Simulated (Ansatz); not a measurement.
Born–Oppenheimer molecular dynamics of a periodic cell of 16 atoms, WC (start crystal WC, start structure P-6m2, volume 1.15 times the crystal's). It starts from a structure without forces on its atoms.

Level of theory: DFT PBE-D3(BJ), scalar-relativistic, plane waves, PAW (Ansatz 0.2.0). Settings: accuracy low, PAW set soft_1, cutoff 420 eV, k mesh 2x2x2, fermi-dirac smearing 0.17 eV, no spin polarisation.

```json
{"ensemble": "NVE (velocity Verlet)", "time step": "1.5 fs", "steps asked": "160", "starting velocities drawn for": "4000 K", "seed": "346806"}
```

Frames 15 fs apart, positions in Å, forces in eV/Å.

Velocities at 45 fs (Å/ps):

```
W -1.08 1.44 -0.11
C 6.13 -0.47 6.31
W 0.97 -1.29 0.88
C -26.47 -4.22 8.75
W 0.84 2.40 -0.67
C 2.52 -3.09 -15.67
W -0.27 -1.82 -0.54
C -8.38 -10.00 -4.07
W 0.55 0.23 -0.53
C 0.26 -10.60 5.60
W 0.41 0.37 0.20
C -12.04 -2.47 10.77
W 0.08 0.95 -1.35
C 5.02 4.84 16.42
W 1.34 -0.58 -0.03
C -10.41 0.10 4.75
```

```xyz
16
Lattice="-3.0268 -5.2425 0.0000 4.5402 -2.6213 0.0000 0.0000 0.0000 5.9236" Properties=species:S:1:pos:R:3:forces:R:3 time_fs=45 energy_less_start_eV=6.199 T=813
W -0.184 -5.085 0.076 3.04 -1.97 -1.50
C 1.510 -4.141 1.678 0.00 -3.79 -2.99
W 0.100 -5.524 2.988 -1.90 6.57 1.75
C 1.369 -4.476 4.607 0.98 1.52 -1.40
W -1.506 -2.290 -0.100 0.15 -4.78 0.79
C 0.078 -1.659 1.161 -0.75 -1.25 3.61
W -1.548 -2.697 2.913 0.14 0.56 0.29
C 0.212 -1.558 4.214 -1.92 -3.74 3.60
W 1.545 -2.628 0.027 -0.30 1.09 -1.38
C 3.029 -1.785 1.765 -0.43 -0.98 -4.22
W 1.538 -2.647 2.936 -0.67 0.95 2.59
C 3.016 -1.745 4.488 0.12 -0.71 0.52
W 0.135 -0.001 0.032 -3.19 1.72 -2.70
C -1.626 -4.517 1.451 1.13 2.10 1.88
W -0.074 -0.115 2.974 2.40 2.97 -1.74
C -1.624 -4.311 4.360 1.19 -0.24 0.88
16
Lattice="-3.0268 -5.2425 0.0000 4.5402 -2.6213 0.0000 0.0000 0.0000 5.9236" Properties=species:S:1:pos:R:3:forces:R:3 time_fs=60 energy_less_start_eV=4.364 T=1752
W -0.186 -5.077 0.069 2.06 -2.60 -0.08
C 1.589 -4.404 1.561 -0.84 0.41 0.05
W 0.102 -5.510 3.008 -2.33 3.63 0.07
C 1.160 -4.390 4.608 2.76 0.98 -1.32
W -1.495 -2.283 -0.108 -1.14 -5.40 0.92
C 0.061 -1.766 1.276 -0.09 0.54 2.49
W -1.551 -2.722 2.908 0.46 1.11 1.23
C -0.074 -1.899 4.384 0.83 1.84 -0.77
W 1.550 -2.621 0.013 -1.82 -0.49 0.06
C 3.031 -1.943 1.546 0.64 1.36 -0.08
W 1.538 -2.640 2.952 -1.41 -1.04 0.68
C 2.894 -1.804 4.623 1.46 0.80 -1.92
W 0.118 0.023 0.003 -3.02 0.23 0.79
C -1.480 -4.355 1.750 0.29 -1.96 -2.10
W -0.041 -0.112 2.967 1.37 0.47 0.02
C -1.672 -4.319 4.498 0.79 0.12 -0.04
16
Lattice="-3.0268 -5.2425 0.0000 4.5402 -2.6213 0.0000 0.0000 0.0000 5.9236" Properties=species:S:1:pos:R:3:forces:R:3 time_fs=75 energy_less_start_eV=4.419 T=1726
W -0.161 -5.099 0.058 3.21 -2.47 -0.63
C 1.529 -4.659 1.417 -0.30 2.20 1.32
W 0.078 -5.451 3.031 -0.66 2.49 -1.02
C 1.377 -4.177 4.408 0.47 -2.22 0.67
W -1.500 -2.338 -0.100 -1.22 -4.45 2.14
C 0.019 -1.828 1.779 0.00 0.01 -3.04
W -1.549 -2.735 2.915 0.26 0.84 1.19
C -0.168 -1.981 4.439 3.09 3.14 -1.57
W 1.537 -2.618 -0.004 -1.03 0.21 0.24
C 3.109 -1.896 1.279 -0.43 1.02 2.55
W 1.524 -2.642 2.978 -0.05 -0.36 -0.14
C 2.980 -1.765 4.491 0.13 0.09 -0.26
W 0.068 0.050 -0.022 -1.75 -1.26 0.43
C -1.300 -4.454 1.752 -1.89 -0.54 -1.31
W 0.009 -0.099 2.959 0.28 0.88 0.76
C -1.587 -4.305 4.625 -0.13 0.40 -1.32
16
Lattice="-3.0268 -5.2425 0.0000 4.5402 -2.6213 0.0000 0.0000 0.0000 5.9236" Properties=species:S:1:pos:R:3:forces:R:3 time_fs=90 energy_less_start_eV=3.092 T=2410
W -0.100 -5.149 0.040 2.25 -1.69 -0.63
C 1.437 -4.547 1.469 1.12 1.34 -0.16
W 0.045 -5.362 3.041 -0.13 1.98 -2.31
C 1.699 -4.283 4.312 -1.49 -0.35 1.37
W -1.518 -2.444 -0.069 0.51 -1.84 1.25
C -0.028 -1.868 1.805 -0.06 0.29 -3.63
W -1.544 -2.735 2.937 0.50 1.10 0.37
C 0.185 -1.593 4.287 -1.28 -1.85 3.11
W 1.512 -2.612 -0.017 0.35 0.31 0.28
C 3.120 -1.703 1.393 -1.15 -1.21 0.46
W 1.509 -2.648 3.001 1.50 -0.13 -1.57
C 3.110 -1.709 4.316 -0.49 -0.63 1.95
W -0.003 0.065 -0.041 0.31 -0.63 0.35
C -1.434 -4.667 1.522 -1.73 1.92 0.56
W 0.064 -0.074 2.958 -0.31 2.05 -0.90
C -1.503 -4.239 4.549 0.11 -0.65 -0.51
16
Lattice="-3.0268 -5.2425 0.0000 4.5402 -2.6213 0.0000 0.0000 0.0000 5.9236" Properties=species:S:1:pos:R:3:forces:R:3 time_fs=105 energy_less_start_eV=2.937 T=2491
W -0.013 -5.219 0.016 0.06 0.07 0.23
C 1.495 -4.236 1.514 -0.57 -1.94 -0.35
W 0.011 -5.252 3.027 0.80 -0.09 -1.11
C 1.750 -4.457 4.425 -2.50 1.73 -0.37
W -1.531 -2.574 -0.022 0.23 -1.55 0.77
C -0.082 -1.850 1.278 0.38 1.13 2.21
W -1.533 -2.723 2.962 0.69 1.67 -1.56
C 0.372 -1.460 4.534 -1.93 -2.36 -1.46
W 1.491 -2.604 -0.026 1.39 0.04 0.93
C 2.947 -1.674 1.599 -0.01 -0.70 -1.22
W 1.511 -2.655 3.009 1.05 0.77 -0.68
C 3.149 -1.727 4.419 -0.83 0.43 -0.01
W -0.073 0.071 -0.055 0.59 -1.29 0.83
C -1.778 -4.549 1.358 3.16 2.48 0.94
W 0.112 -0.030 2.950 -2.30 0.41 0.22
C -1.405 -4.276 4.383 -0.20 -0.80 0.65
16
Lattice="-3.0268 -5.2425 0.0000 4.5402 -2.6213 0.0000 0.0000 0.0000 5.9236" Properties=species:S:1:pos:R:3:forces:R:3 time_fs=120 energy_less_start_eV=3.498 T=2202
W 0.074 -5.288 -0.005 -1.89 1.69 0.89
C 1.478 -4.216 1.506 -0.43 -1.61 0.00
W -0.013 -5.142 2.997 1.38 -1.93 -1.29
C 1.446 -4.390 4.505 1.45 -0.10 -0.74
W -1.542 -2.718 0.029 0.10 3.28 -3.03
C -0.089 -1.659 1.090 -0.02 -0.38 3.77
W -1.515 -2.691 2.972 -0.21 2.13 0.14
C 0.196 -1.704 4.581 -2.00 0.16 -2.86
W 1.485 -2.596 -0.024 0.68 -0.30 1.15
C 2.797 -1.747 1.608 2.13 0.97 -1.25
W 1.524 -2.654 3.008 0.05 0.73 0.12
C 3.054 -1.706 4.535 -0.37 -0.44 -1.40
W -0.131 0.063 -0.059 2.94 -0.90 0.85
C -1.713 -4.108 1.366 0.47 -4.02 2.48
W 0.135 0.022 2.941 -2.47 -0.32 -0.12
C -1.374 -4.422 4.335 -1.82 1.01 1.30
16
Lattice="-3.0268 -5.2425 0.0000 4.5402 -2.6213 0.0000 0.0000 0.0000 5.9236" Properties=species:S:1:pos:R:3:forces:R:3 time_fs=135 energy_less_start_eV=3.526 T=2184
W 0.139 -5.338 -0.018 -3.23 1.96 0.01
C 1.418 -4.444 1.488 1.50 1.37 -0.15
W -0.024 -5.054 2.955 0.42 -3.64 0.62
C 1.334 -4.301 4.460 1.79 -0.30 -0.20
W -1.552 -2.832 0.054 0.23 2.97 -0.56
C -0.073 -1.528 1.488 0.69 -1.91 -0.75
W -1.500 -2.633 2.981 -3.19 1.26 -1.52
C -0.244 -1.925 4.230 4.14 2.42 4.01
W 1.487 -2.592 -0.010 -1.00 -0.31 0.47
C 2.964 -1.705 1.429 0.45 -0.43 0.64
W 1.538 -2.644 3.006 -0.83 1.18 -1.30
C 2.905 -1.745 4.438 0.83 -0.25 -0.10
W -0.161 0.043 -0.054 1.43 -1.78 0.36
C -1.488 -4.214 1.689 -0.06 -1.60 -2.31
W 0.128 0.069 2.932 -3.59 -1.28 0.60
C -1.597 -4.429 4.487 0.41 0.35 0.16
16
Lattice="-3.0268 -5.2425 0.0000 4.5402 -2.6213 0.0000 0.0000 0.0000 5.9236" Properties=species:S:1:pos:R:3:forces:R:3 time_fs=150 energy_less_start_eV=4.317 T=1778
W 0.169 -5.365 -0.030 -3.00 2.54 -0.46
C 1.567 -4.482 1.452 0.03 1.13 0.26
W -0.021 -5.011 2.923 3.25 -4.66 2.52
C 1.506 -4.274 4.392 -0.36 -0.63 0.81
W -1.559 -2.906 0.066 1.16 3.82 -0.11
C 0.055 -1.704 1.797 0.07 -0.23 -2.88
W -1.515 -2.562 2.979 -0.27 -0.92 0.59
C -0.124 -1.796 4.427 0.63 0.30 1.29
W 1.478 -2.592 0.009 0.12 -0.52 -0.19
C 3.204 -1.717 1.357 -2.00 -0.41 1.86
W 1.544 -2.621 2.990 -0.62 0.38 -0.75
C 2.897 -1.808 4.331 1.20 1.17 1.50
W -0.170 0.001 -0.045 2.29 -2.90 0.04
C -1.371 -4.561 1.654 -2.20 3.20 -3.26
W 0.080 0.102 2.931 -2.30 -1.88 1.29
C -1.767 -4.372 4.638 2.00 -0.40 -2.50
16
Lattice="-3.0268 -5.2425 0.0000 4.5402 -2.6213 0.0000 0.0000 0.0000 5.9236" Properties=species:S:1:pos:R:3:forces:R:3 time_fs=165 energy_less_start_eV=4.937 T=1462
W 0.164 -5.363 -0.046 -1.60 1.96 0.51
C 1.718 -4.336 1.460 -1.76 -0.54 0.53
W 0.013 -5.020 2.916 0.24 -2.99 0.59
C 1.631 -4.336 4.437 -1.34 0.28 -0.15
W -1.553 -2.935 0.074 1.35 6.09 -2.75
C 0.151 -1.917 1.637 -2.16 1.64 -0.78
W -1.540 -2.503 2.976 0.67 -1.71 0.49
C 0.189 -1.609 4.848 -2.47 -2.85 -5.37
W 1.475 -2.598 0.029 3.15 -1.54 1.00
C 3.131 -1.780 1.550 -1.29 0.89 -0.67
W 1.545 -2.593 2.968 1.33 0.01 1.12
C 3.063 -1.701 4.436 -0.50 0.08 -0.29
W -0.153 -0.066 -0.031 2.20 2.37 2.41
C -1.551 -4.484 1.180 0.75 -2.14 4.21
W 0.008 0.113 2.943 0.50 -1.94 0.16
C -1.625 -4.365 4.418 0.91 0.40 -1.01
16
Lattice="-3.0268 -5.2425 0.0000 4.5402 -2.6213 0.0000 0.0000 0.0000 5.9236" Properties=species:S:1:pos:R:3:forces:R:3 time_fs=180 energy_less_start_eV=3.473 T=2212
W 0.138 -5.337 -0.055 -1.89 1.84 1.82
C 1.589 -4.270 1.538 -0.98 -0.96 -0.71
W 0.052 -5.066 2.915 0.38 -3.08 -0.98
C 1.558 -4.369 4.477 0.34 0.34 -0.11
W -1.531 -2.900 0.056 0.63 3.24 -1.90
C -0.075 -1.876 1.337 -0.29 0.62 1.33
W -1.556 -2.464 2.979 1.76 -1.41 0.19
C 0.114 -1.784 4.513 -1.02 0.83 -1.02
W 1.501 -2.619 0.057 0.54 -0.18 -0.94
C 2.872 -1.708 1.650 1.91 0.44 -1.92
W 1.555 -2.565 2.958 -1.41 -0.09 1.63
C 3.172 -1.595 4.495 -0.80 -1.62 -1.35
W -0.110 -0.119 0.004 0.94 -0.24 -0.24
C -1.634 -4.610 1.266 0.77 0.99 1.02
W -0.061 0.102 2.957 1.37 -1.52 -0.07
C -1.346 -4.290 4.054 -2.26 0.79 3.25
16
Lattice="-3.0268 -5.2425 0.0000 4.5402 -2.6213 0.0000 0.0000 0.0000 5.9236" Properties=species:S:1:pos:R:3:forces:R:3 time_fs=195 energy_less_start_eV=4.671 T=1600
W 0.090 -5.290 -0.045 -1.73 0.88 0.41
C 1.326 -4.336 1.505 1.96 0.77 -0.90
W 0.090 -5.146 2.908 -2.84 -1.10 1.32
C 1.524 -4.339 4.486 0.66 0.18 -0.37
W -1.504 -2.822 0.012 -1.61 1.20 -1.33
C -0.342 -1.726 1.262 2.13 -0.57 1.77
W -1.558 -2.443 2.979 -2.50 -3.48 -3.05
C -0.103 -1.828 3.997 3.40 2.97 5.22
W 1.536 -2.644 0.077 -0.94 0.10 -1.16
C 2.881 -1.597 1.458 1.16 -1.80 0.17
W 1.555 -2.538 2.963 -0.54 -0.66 -0.47
C 3.130 -1.714 4.376 -0.98 0.12 0.93
W -0.056 -0.167 0.039 0.38 2.44 -1.40
C -1.598 -4.634 1.565 -0.11 2.25 -2.16
W -0.114 0.072 2.971 2.26 -1.07 -0.79
C -1.366 -4.149 4.169 -0.69 -2.25 1.82
16
Lattice="-3.0268 -5.2425 0.0000 4.5402 -2.6213 0.0000 0.0000 0.0000 5.9236" Properties=species:S:1:pos:R:3:forces:R:3 time_fs=210 energy_less_start_eV=2.876 T=2521
W 0.022 -5.234 -0.031 -0.59 -0.35 -0.34
C 1.356 -4.316 1.367 1.63 -0.34 1.47
W 0.101 -5.239 2.913 -2.11 1.01 0.92
C 1.583 -4.286 4.434 -0.82 -0.46 -0.14
W -1.493 -2.727 -0.043 -1.39 2.07 1.26
C -0.265 -1.671 1.472 2.07 -0.93 0.27
W -1.575 -2.459 2.955 0.81 -2.78 -0.23
C 0.059 -1.525 4.234 -0.69 -3.04 1.84
W 1.561 -2.667 0.081 -0.73 1.01 -2.34
C 3.086 -1.740 1.287 -0.93 -0.01 1.84
W 1.544 -2.519 2.965 -1.66 -0.81 -0.43
C 2.953 -1.823 4.374 0.95 1.34 0.63
W 0.004 -0.188 0.058 -0.10 3.53 -1.58
C -1.557 -4.309 1.547 0.25 -0.61 -0.49
W -0.140 0.033 2.975 2.76 1.23 -1.03
C -1.537 -4.324 4.578 0.54 -0.86 -1.65
```

Of the whole run (240 fs, mean temperature of the second half 1991 K): The conserved energy stayed within 1.5 meV per atom of its start (net change 0.69 meV per atom), so the integration is sound. Over the second half the temperature averaged 0.50 of the 4000 K drawn at the start: a run that starts near a minimum puts about half its kinetic energy into the potential. A run of 0.24 ps of so small a system gives no equilibrium averages. Limits of this set-up: coarse k mesh, low accuracy level.

Run time: 13 min on 1 thread of Arm Neoverse V2 (shared host), peak memory 0.54 GiB.
